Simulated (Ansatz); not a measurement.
MnSi:

```xyz
2
Lattice="3.0722 0.0000 0.0000 0.0000 3.0722 0.0000 0.0000 0.0000 3.0722" Properties=species:S:1:pos:R:3 pbc="T T T"
Mn    0.0000    0.0000    0.0000
Si    1.5361    1.5361    1.5361
```

The cell was built by a generator and needn't be a form met in nature.

| Property | Result |
| --- | --- |
| Program | Ansatz 0.2.0 |
| Task | single point |
| Functional | PBE |
| Potentials or basis | all-electron LAPW, scalar-relativistic |
| Cutoff | 207 eV (chosen from the basis error) |
| Basis error allowed | 0.001 eV/atom |
| k mesh | 9 × 9 × 9 |
| Occupations | fermi-dirac, width 0.05 eV |
| Spin | collinear spin, ferromagnetic start |
| Starting moments | [4.0, 0.0] μB |

On this cell: pressure -30.6 GPa; largest force zero by symmetry; net moment 0.98 μB per cell; site moments Mn +1.12; Si -0.10 μB; band gap on the k mesh none (metal or under the smearing width).

The same run follows on a disturbed copy (atoms moved at random, drawn with an rms of 0.05 Å):

```xyz
2
Lattice="3.0722 0.0000 0.0000 0.0000 3.0722 0.0000 0.0000 0.0000 3.0722" Properties=species:S:1:pos:R:3 pbc="T T T"
Mn   -0.0227    0.0023    0.0239
Si    1.4831    1.5132    1.5311
```

What does the disturbed cell give?

The energy (extrapolated to zero smearing) moves by +0.5 meV/atom; pressure -30.6 GPa; largest force 0.038 eV/Å; net moment 0.97 μB per cell; site moments Mn +1.11; Si -0.10 μB; band gap on the k mesh none (metal or under the smearing width).

Forces on the atoms (eV/Å):
```
Mn  -0.024 -0.020 -0.023
Si   0.024  0.020  0.023
```

Stress tensor (GPa, compression positive):
```
-30.58   0.07   0.09
  0.07 -30.56   0.07
  0.09   0.07 -30.57
```

Caveats: the moment fell far below its start of 4 μB, so a state of higher moment may lie lower in energy; a pressure of tens of GPa on the cell as given is suspect, and the run, the potentials or the cell itself is likely at fault (some runs); the cell as given lies far from equilibrium (some runs).
